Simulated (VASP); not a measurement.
# GaAs (F-43m) in VASP: band structure with HSE06

Aim: the band structure of GaAs with HSE06.

Program: VASP 6.6.1. These are calculated values, not measurements. Logs are shortened: lines on timing, memory, paths and dates and some standing lists are left out, and cuts for length are marked.

**Experimental background.**

From “Evidence of valence band perturbations in GaAsN/GaAs(001): A combined variable-angle spectroscopic ellipsometry and modulated photoreflectance investigation”, 2008, arxiv:0805.2212, for a bulk crystal of GaAs at 300 K: band gap 1.418 ± 0.005 eV (direct).

The results are compared with them further down.

**1. The crystal as given**

The structure is cubic, space group F-43m (No. 216). Conventional cell: a = 5.654 Å, b = 5.654 Å, c = 5.654 Å, α = 90.00°, β = 90.00°, γ = 90.00°. Ga (site symmetry -43m) is surrounded by 4 As at 2.45 Å. As (site symmetry -43m) has 4 Ga at 2.45 Å as nearest neighbours.

**2. Band structure, HSE06**

POSCAR

```
GaAs
1.0
    0.0000000000      2.8268500000      2.8268500000
    2.8268500000      0.0000000000      2.8268500000
    2.8268500000      2.8268500000      0.0000000000
Ga As
1 1
Direct
    0.0000000000      0.0000000000      0.0000000000
    0.2500000000      0.2500000000      0.2500000000
```

INCAR.step1

```
ALGO = Normal
EDIFF = 1E-5
ENCUT = 520
GGA = PE
ISIF = 2
ISMEAR = 0
KPAR = 4
LASPH = True
LCHARG = False
LREAL = False
LWAVE = True
NBANDS = 16
NELM = 60
PREC = Accurate
SIGMA = 0.02
```

INCAR.step2

```
ALGO = Normal
EDIFF = 1E-7
ENCUT = 520
GGA = PE
HFSCREEN = 0.2
ISIF = 2
ISMEAR = 0
ISTART = 1
KPAR = 4
LASPH = True
LCHARG = False
LHFCALC = True
LREAL = False
LWAVE = False
NBANDS = 16
NELM = 60
PREC = Accurate
PRECFOCK = Fast
SIGMA = 0.02
```

KPOINTS

```
k-points
0
Gamma
  6 6 6
```

KPOINTS_OPT

```
path GXWKGLUWLK,UX
10
line-mode
reciprocal
 0.0000000000  0.0000000000  0.0000000000  G
 0.5000000000  0.0000000000  0.5000000000  X

 0.5000000000  0.0000000000  0.5000000000  X
 0.5000000000  0.2500000000  0.7500000000  W

 0.5000000000  0.2500000000  0.7500000000  W
 0.3750000000  0.3750000000  0.7500000000  K

 0.3750000000  0.3750000000  0.7500000000  K
 0.0000000000  0.0000000000  0.0000000000  G

 0.0000000000  0.0000000000  0.0000000000  G
 0.5000000000  0.5000000000  0.5000000000  L

 0.5000000000  0.5000000000  0.5000000000  L
 0.6250000000  0.2500000000  0.6250000000  U

 0.6250000000  0.2500000000  0.6250000000  U
 0.5000000000  0.2500000000  0.7500000000  W

 0.5000000000  0.2500000000  0.7500000000  W
 0.5000000000  0.5000000000  0.5000000000  L

 0.5000000000  0.5000000000  0.5000000000  L
 0.3750000000  0.3750000000  0.7500000000  K

 0.6250000000  0.2500000000  0.6250000000  U
 0.5000000000  0.0000000000  0.5000000000  X
```

Potentials or basis: VASP PAW PBE potentials, release 64 (Ga_d, As).

Started as:

```sh
$ cat potpaw_PBE.64/Ga_d/POTCAR potpaw_PBE.64/As/POTCAR > POTCAR
$ cp INCAR.step1 INCAR
$ mpirun -np 4 vasp_std > vasp.out
$ cp INCAR.step2 INCAR
$ mpirun -np 4 vasp_std > vasp.out
```

OUTCAR:

```text
EDIFF = 1E-7
   ENCUT = 520
   GGA = PE
   HFSCREEN = 0.2
   ISIF = 2
   ISMEAR = 0
   ISTART = 1
   LASPH = True
   LHFCALC = True
   LREAL = False
   NELM = 60
   PREC = Accurate
   PRECFOCK = Fast

 ion  position               nearest neighbor table
   1  0.000  0.000  0.000-   2 2.45   2 2.45   2 2.45   2 2.45
   2  0.250  0.250  0.250-   1 2.45   1 2.45   1 2.45   1 2.45

  LATTYP: Found a face centered cubic cell.
 ALAT       =     5.6537000000

  Lattice vectors:

 A1 = (   0.0000000000,   2.8268500000,   2.8268500000)
 A2 = (   2.8268500000,   0.0000000000,   2.8268500000)
 A3 = (   2.8268500000,   2.8268500000,   0.0000000000)

Analysis of symmetry for initial positions (statically):
=====================================================================
 Subroutine PRICEL returns:
 Original cell was already a primitive cell.

 Routine SETGRP: Setting up the symmetry group for a
 face centered cubic supercell.

 Subroutine GETGRP returns: Found 24 space group operations
 (whereof 24 operations were pure point group operations)
 out of a pool of 48 trial point group operations.

The static configuration has the point symmetry T_d .

Analysis of symmetry for dynamics (positions and initial velocities):
=====================================================================
 Subroutine PRICEL returns:
 Original cell was already a primitive cell.

 Routine SETGRP: Setting up the symmetry group for a
 face centered cubic supercell.

 Subroutine GETGRP returns: Found 24 space group operations
 (whereof 24 operations were pure point group operations)
 out of a pool of 48 trial point group operations.

The dynamic configuration has the point symmetry T_d .

 Subroutine INISYM returns: Found 24 space group operations
 (whereof 24 operations are pure point group operations),
 and found     1 'primitive' translations

----------------------------------------------------------------------------------------

                                     Primitive cell

  volume of cell :      45.1792

  direct lattice vectors                    reciprocal lattice vectors
     0.000000000  2.826850000  2.826850000    -0.176875321  0.176875321  0.176875321
     2.826850000  0.000000000  2.826850000     0.176875321 -0.176875321  0.176875321
     2.826850000  2.826850000  0.000000000     0.176875321  0.176875321 -0.176875321

  length of vectors
     3.997769609  3.997769609  3.997769609     0.306357042  0.306357042  0.306357042

  position of ions in fractional coordinates (direct lattice)
     0.000000000  0.000000000  0.000000000
     0.250000000  0.250000000  0.250000000

  ion indices of the primitive-cell ions
   primitive index   ion index
                 1           1
                 2           2

----------------------------------------------------------------------------------------

 KPOINTS: k-points

Automatic generation of k-mesh.
 Grid dimensions read from file:
 generate k-points for:    6    6    6

 Generating k-lattice:

  Cartesian coordinates                     Fractional coordinates (reciprocal lattice)
    -0.029479220  0.029479220  0.029479220     0.166666667  0.000000000  0.000000000
     0.029479220 -0.029479220  0.029479220     0.000000000  0.166666667  0.000000000
     0.029479220  0.029479220 -0.029479220     0.000000000  0.000000000  0.166666667

  Length of vectors
     0.051059507  0.051059507  0.051059507

  Shift w.r.t. Gamma in fractional coordinates (k-lattice)
     0.000000000  0.000000000  0.000000000

 Subroutine IBZKPT returns following result:
 ===========================================

 Found     16 irreducible k-points:

 Following reciprocal coordinates:
            Coordinates               Weight
  0.000000  0.000000  0.000000      1.000000
  0.166667  0.000000  0.000000      8.000000
  0.333333  0.000000  0.000000      8.000000
  0.500000  0.000000  0.000000      4.000000
  0.166667  0.166667  0.000000      6.000000
  0.333333  0.166667  0.000000     24.000000
[... 8 lines left out ...]
 -0.333333  0.333333  0.166667     24.000000
 -0.333333  0.500000  0.166667     12.000000
   k-points           NKPTS =     16   k-points in BZ     NKDIM =    216   number of bands    NBANDS=     16
   number of dos      NEDOS =    301   number of ions     NIONS =      2
   total plane-waves  NPLWV =  27000
   dimension x,y,z NGX =    30 NGY =   30 NGZ =   30
   dimension x,y,z NGXF=    60 NGYF=   60 NGZF=   60
   ions per type =               1   1
   NGX,Y,Z   is equivalent  to a cutoff of  12.48, 12.48, 12.48 a.u.
   NGXF,Y,Z  is equivalent  to a cutoff of  24.95, 24.95, 24.95 a.u.
 SYSTEM =  unknown system
   PREC   = accura    normal or accurate (medium, high low for compatibility)
   ISTART =      1    job   : 0-new  1-cont  2-samecut
   ICHARG =      0    charge: 1-file 2-atom 10-const
   ISPIN  =      1    spin polarized calculation?
   LNONCOLLINEAR =      F non collinear calculations
   LSORBIT =      F    spin-orbit coupling
   LASPH  =      T    aspherical Exc in radial PAW
   ENCUT  =  520.0 eV  38.22 Ry    6.18 a.u.   7.43  7.43  7.43*2*pi/ulx,y,z
   NELM   =     60;   NELMIN=  2; NELMDL=  0     # of ELM steps
   EDIFF  = 0.1E-06   stopping-criterion for ELM
   LREAL  =      F    real-space projection
   EDIFFG = 0.1E-05   stopping-criterion for IOM
   NSW    =      0    number of steps for IOM
   IBRION =     -1    ionic relax: 0-MD 1-quasi-New 2-CG
   NFREE  =      0    steps in history (QN), initial steepest desc. (CG)
   ISIF   =      2    stress and relaxation
   ISYM   =      3    0-nonsym 1-usesym 2-fastsym
   POTIM  = 0.5000    time-step for ionic-motion
   TEBEG  =    0.0;   TEEND  =   0.0 temperature during run
   PSTRESS=    0.0 pullay stress
   NELECT =      18.0000    total number of electrons
   NUPDOWN=      -1.0000    fix difference up-down
   EMIN   =  10.00;   EMAX   =-10.00  energy-range for DOS
   EFERMI =   0.00;   METHOD = LEGACY
   ISMEAR =     0;   SIGMA  =   0.02  broadening in eV -4-tet -1-fermi 0-gaus
   EFERMI_NEDOS =   21; number of points for ismear=-14 and -15
   IALGO  =     38    algorithm
   IMIX   =      1    mixing-type and parameters
     AMIX     =   0.40;   BMIX     =  1.00
     AMIX_MAG =   1.60;   BMIX_MAG =  1.00
  volume/ion in A,a.u.               =      22.59       152.44
  Fermi-wavevector in a.u.,A,eV,Ry     =   1.204628  2.276417 19.743799  1.451128
  Thomas-Fermi vector in A             =   2.340347
   LORBIT       =      0    0 simple, 1 ext, 2 COOP (PROOUT), +10 PAW based schemes
   GGA     = PE    functional components
   LHFCALC =     T    Hartree Fock is set to
   PRECFOCK=fast      Normal, Fast or Accurate (Low or Medium for compatibility)
   ENCUT4O =  -1.0   cutoff for four orbital integrals eV
   NKREDX  =     1    reduce k-point grid by
   NKREDY  =     1    reduce k-point grid by
   NKREDZ  =     1    reduce k-point grid by
   AEXX    =    0.2500 exact exchange contribution
   HFSCREEN=    0.2000 screening length (either q_TF or 0.3 A-1)
   HFSCREENC=   0.2000 screening length for correlation (either q_TF or 0.3 A-1)
   ENCUTFOCK=  -1.0 apply spherical cutoff to Coloumb kernel
   IVDW    =     0    specifies the selected vdW correction
   LEPSILON=     F    determine dielectric tensor
   LRPA    =     F    only Hartree local field effects (RPA)
 non-spin polarized calculation
 Gauss-broadening in eV      SIGMA  =   0.02
  energy-cutoff  :      520.00
  volume of cell :       45.18
 maximum number of plane-waves:      1243
 NGX is ok and might be reduce to    30
  NGX = 18; NGY = 18; NGZ = 18

 number of electron      17.9999995 magnetization

 Free energy of the ion-electron system (eV)
  ---------------------------------------------------
  ext. energy  EPLUGINS =         0.00000000
  ---------------------------------------------------
  free energy    TOTEN  =        -9.87515358 eV

  energy without entropy =       -9.87515358  energy(sigma->0) =       -9.87515358

 E-fermi :   3.6416     XC(G=0):  -7.9538

 val. band max:        3.4994591010   @ k =   0.0000   0.0000   0.0000
 cond. band min:       4.9315054947   @ k =   0.0000   0.0000   0.0000
 fundamental gap:      1.4320463937
 Fermi energy:         3.6415570511

 k-point     1 :       0.0000    0.0000    0.0000
  band No.  band energies     occupation
      1     -13.8785      2.00000
      2     -13.8785      2.00000
      3     -13.8785      2.00000
      4     -13.7976      2.00000
      5     -13.7976      2.00000
      6     -10.4707      2.00000
[... 8 lines left out ...]
     15      14.6124      0.00000
     16      14.6124      0.00000

 k-point     2 :       0.1667    0.0000    0.0000
  band No.  band energies     occupation
      1     -13.8924      2.00000
      2     -13.8731      2.00000
      3     -13.8731      2.00000
      4     -13.7979      2.00000
      5     -13.7979      2.00000
      6     -10.1264      2.00000
[... 8 lines left out ...]
     15      13.4713      0.00000
     16      13.4935      0.00000

 k-point     3 :       0.3333    0.0000    0.0000
  band No.  band energies     occupation
      1     -13.9189      2.00000
      2     -13.8639      2.00000
      3     -13.8639      2.00000
      4     -13.7967      2.00000
      5     -13.7967      2.00000
      6      -9.2269      2.00000
[... 8 lines left out ...]
     15      14.1678      0.00000
     16      14.1678      0.00000

 k-point     4 :       0.5000    0.0000    0.0000
  band No.  band energies     occupation
      1     -13.9316      2.00000
      2     -13.8602      2.00000
      3     -13.8602      2.00000
      4     -13.7951      2.00000
      5     -13.7951      2.00000
      6      -8.5510      2.00000
[... 8 lines left out ...]
     15      16.5578      0.00000
     16      16.5578      0.00000
[... 172 lines left out ...]
 k-point    14 :       0.5000    0.3333    0.1667
  band No.  band energies     occupation
      1     -13.9386      2.00000
      2     -13.8536      2.00000
      3     -13.8474      2.00000
      4     -13.8069      2.00000
      5     -13.7927      2.00000
      6      -8.4975      2.00000
[... 8 lines left out ...]
     15      15.8061      0.00000
     16      17.8770      0.00000

 k-point    15 :      -0.3333    0.3333    0.1667
  band No.  band energies     occupation
      1     -13.9440      2.00000
      2     -13.8530      2.00000
      3     -13.8427      2.00000
      4     -13.8052      2.00000
      5     -13.7948      2.00000
      6      -7.9424      2.00000
[... 8 lines left out ...]
     15      16.8521      0.00000
     16      17.4882      0.00000

 k-point    16 :      -0.3333    0.5000    0.1667
  band No.  band energies     occupation
      1     -13.9523      2.00000
      2     -13.8462      2.00000
      3     -13.8366      2.00000
      4     -13.8116      2.00000
      5     -13.7916      2.00000
      6      -7.6846      2.00000
[... 8 lines left out ...]
     15      16.9744      0.00000
     16      18.0290      0.00000

------------------------ aborting loop because EDIFF is reached ----------------------------------------

  FORCE on cell =-STRESS in cart. coord.  units (eV):
  Direction    XX          YY          ZZ          XY          YZ          ZX
  --------------------------------------------------------------------------------------
  -------------------------------------------------------------------------------------
  Total        0.2711855      0.2711855      0.2711855      0.0000000      0.0000000     -0.0000000
  in kB        9.6169817      9.6169817      9.6169817      0.0000000      0.0000000     -0.0000000
  external PRESSURE =       9.6169817 kB  Pullay stress =       0.0000000 kB

 VOLUME and BASIS-vectors are now :
 -----------------------------------------------------------------------------
  energy-cutoff  :      520.00
  volume of cell :       45.18
      direct lattice vectors                 reciprocal lattice vectors
     0.000000000  2.826850000  2.826850000    -0.176875321  0.176875321  0.176875321
     2.826850000  0.000000000  2.826850000     0.176875321 -0.176875321  0.176875321
     2.826850000  2.826850000  0.000000000     0.176875321  0.176875321 -0.176875321

 POSITION                                       TOTAL-FORCE (eV/Angst)
 -----------------------------------------------------------------------------------
      0.00000      0.00000      0.00000         0.000000      0.000000      0.000000
      1.41342      1.41342      1.41342        -0.000000     -0.000000     -0.000000
 -----------------------------------------------------------------------------------
    total drift:                               -0.000023     -0.000026     -0.000019

  FREE ENERGIE OF THE ION-ELECTRON SYSTEM (eV)
  ---------------------------------------------------
  free  energy   TOTEN  =        -9.8751535827 eV

  energy  without entropy=       -9.8751535827  energy(sigma->0) =       -9.87515358
```

Wall time 32 min (4 MPI ranks of Intel Xeon Platinum 8488C (Sapphire Rapids), shared host); peak memory 0.35 GiB.

Results:

| Item | Value |
| --- | --- |
| Free energy | -9.8752 eV |
| Pressure | 1.0 GPa |
| Band gap on the k mesh | 1.43 eV, direct |
| Band gap along the path | 1.43 eV, direct |

Levels at the corners of the path, in eV from the valence-band top:
```csv
point,band 7,band 8,band 9,band 10,band 11,band 12
Γ,0.00,0.00,0.00,1.43,4.56,4.56
X,-7.38,-2.91,-2.91,2.09,2.35,11.54
X,-7.38,-2.91,-2.91,2.09,2.35,11.54
W,-7.16,-3.84,-3.60,5.47,5.64,6.42
W,-7.16,-3.84,-3.60,5.47,5.64,6.42
K,-7.17,-4.18,-2.44,2.66,5.52,9.11
K,-7.17,-4.18,-2.44,2.66,5.52,9.11
Γ,0.00,0.00,0.00,1.43,4.56,4.56
Γ,0.00,0.00,0.00,1.43,4.56,4.56
L,-7.21,-1.23,-1.23,1.78,5.48,5.48
L,-7.21,-1.23,-1.23,1.78,5.48,5.48
U,-7.17,-4.18,-2.44,2.66,5.52,9.11
U,-7.17,-4.18,-2.44,2.66,5.52,9.11
W,-7.16,-3.84,-3.60,5.47,5.64,6.42
W,-7.16,-3.84,-3.60,5.47,5.64,6.42
L,-7.21,-1.23,-1.23,1.78,5.48,5.48
L,-7.21,-1.23,-1.23,1.78,5.48,5.48
K,-7.17,-4.18,-2.44,2.66,5.52,9.11
U,-7.17,-4.18,-2.44,2.66,5.52,9.11
X,-7.38,-2.91,-2.91,2.09,2.35,11.54
```

Caveat: the PAW data sets were made with another functional, which shifts forces and pressure a little.

**3. Against experiment**

Step 2. Against the measured gap of GaAs, 1.418 eV (direct; 300 K; “Evidence of valence band perturbations in GaAsN/GaAs(001): A combined variable-angle spectroscopic ellipsometry and modulated photoreflectance investigation”, 2008, arxiv:0805.2212), the calculated 1.43 eV is off by +0.01 eV. 3 values of this kind are on record (1.412 to 1.51 eV); this one was drawn at random among those near their median, those with a stated uncertainty first. Spin-orbit coupling on As, Ga is left out. The value is that of HSE06, without temperature or zero-point motion.
